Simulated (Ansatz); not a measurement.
**KTaO$_{3}$ on a mismatched substrate**

Level of theory: DFT PBEsol, scalar-relativistic, plane waves, PAW (Ansatz). (420 eV cutoff, 8×8×8 k-mesh, Gaussian smearing of 0.02 eV, no spin polarisation)

Reference structure (relaxed):

```xyz
5
Lattice="3.9856 0.0000 0.0000 0.0000 3.9856 0.0000 0.0000 0.0000 3.9856" Properties=species:S:1:pos:R:3 pbc="T T T"
K     1.9928    1.9928    1.9928
Ta    0.0000    0.0000    0.0000
O     0.0000    1.9928    0.0000
O     0.0000    0.0000    1.9928
O     1.9928    0.0000    0.0000
```

The a-b plane is strained alike in both directions, as on a substrate, while c and the atoms relax within the symmetry that the strain leaves. Stress is positive in compression; energies are free energies at the smearing used, per atom.

Spin–orbit coupling is left out, which can shift energies with elements as heavy as these.

```csv
strain (%),c (Å),σ in plane (GPa),ΔE (meV/atom)
-4.5,4.0536,29.65,94.47
-3.0,4.0293,18.03,39.70
-1.5,4.0065,8.22,9.37
+0.0,3.9856,-0.05,0.00
+1.5,3.9655,-6.97,8.64
+3.0,3.9473,-12.74,32.57
+4.5,3.9306,-17.53,69.54
```

Problem. Get the biaxial modulus twice, from the stresses and from the energies of the innermost pair.

Solution. From stress: M = −Δσ/Δε = (8.22 − (-6.97)) / 0.030 = 506 GPa. Two in-plane directions each store σε/2, so the energy density is Mε²: M = (mean ΔE)/(V ε²) = 9.00 meV / (12.662 Å³ × 0.015²) × 0.16022 GPa Å³/meV = 506 GPa. The two agree.

Problem. How well does Mε², with M from the stresses, predict the outermost points?

Solution. 81.0 meV predicted against 94.5 computed at -4.5 %; 81.0 meV predicted against 69.5 computed at +4.5 %. Compression costs more than stretching, the usual sign of bonds that stiffen as they shorten.

Problem. How does c respond, and up to what thickness can a film with 1 % or 2 % misfit stay coherent on a thick substrate?

Solution. c answers with ε_c = −0.34 ε. In an isotropic solid that ratio is 2ν/(1 − ν), so ν = r/(2 + r) = 0.15. A film of thickness h stores Mε²h per area, 50.6 mJ/m² per nm at 1 %. The Matthews–Blakeslee balance for pure edge misfit dislocations, h = b/(8πf(1 + ν)) × (ln(h/b) + 1), with b taken as the in-plane vector a = 3.99 Å, solved by iteration, gives 4.8 nm at f = 1 % and 1.7 nm at 2 %. This is an isotropic estimate in which the moduli cancel; the real Burgers vector, glide system, anisotropy and slow kinetics can shift it by a factor of a few, mostly upward.

Symmetry holds off the tilts and polar distortions that many cubic perovskites undergo.